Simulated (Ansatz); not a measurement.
**Ge: single point with PBE**

Crystal: Ge.

```
Ge
1.0
     1.48805   -2.59469    0.00000
     1.48805    2.59469    0.00000
     0.00000    0.00000    4.72760
Ge
2
Direct
  0.33345 0.66655 0.25000
  0.66655 0.33345 0.75000
```

This isn't the form of Ge at room conditions, which is diamond.

```
Program             : Ansatz 0.2.0
Task                : single point
Functional          : PBE
Potentials or basis : Ansatz PAW
Cutoff              : 420 eV (not typed: the program's choice for these potentials)
k mesh              : 10 × 10 × 6
Occupations         : gaussian, width 0.021 eV
Spin                : no spin polarisation
```

```json
{
  "Pressure": "4.3 GPa",
  "Largest force": "0.013 eV/Å",
  "Band gap on the k mesh": "none (metal or under the smearing width)"
}
```

Forces in eV/Å, atoms in the order of the input:
```
Ge   0.000  0.013  0.000
Ge   0.000 -0.013  0.000
```

Stress tensor (GPa, compression positive):
```
3.14 0.00 0.00
0.00 4.35 0.00
0.00 0.00 5.48
```

Levels at points of the mesh, in eV from the Fermi level:
```tsv
k point	band 12	band 13	band 14	band 15	band 16	band 17
(0.00, 0.00, 0.00)	-7.46	-5.52	6.63	6.74	8.71	8.83
(0.00, 0.00, -0.50)	-11.67	1.90	1.90	7.77	7.77	7.88
(0.00, -0.50, 0.00)	-7.09	-2.25	-1.24	-0.87	1.45	2.46
(0.00, -0.50, -0.50)	-6.97	-4.91	-4.91	4.12	4.12	5.09
(-0.50, -0.50, 0.00)	-7.13	-2.29	-1.27	-0.93	1.42	2.61
(-0.50, -0.50, -0.50)	-7.05	-4.94	-4.94	4.27	4.27	5.11
```

It took 2 s on 2 threads of Arm Neoverse V1, on a shared host, peak memory 0.34 GiB.
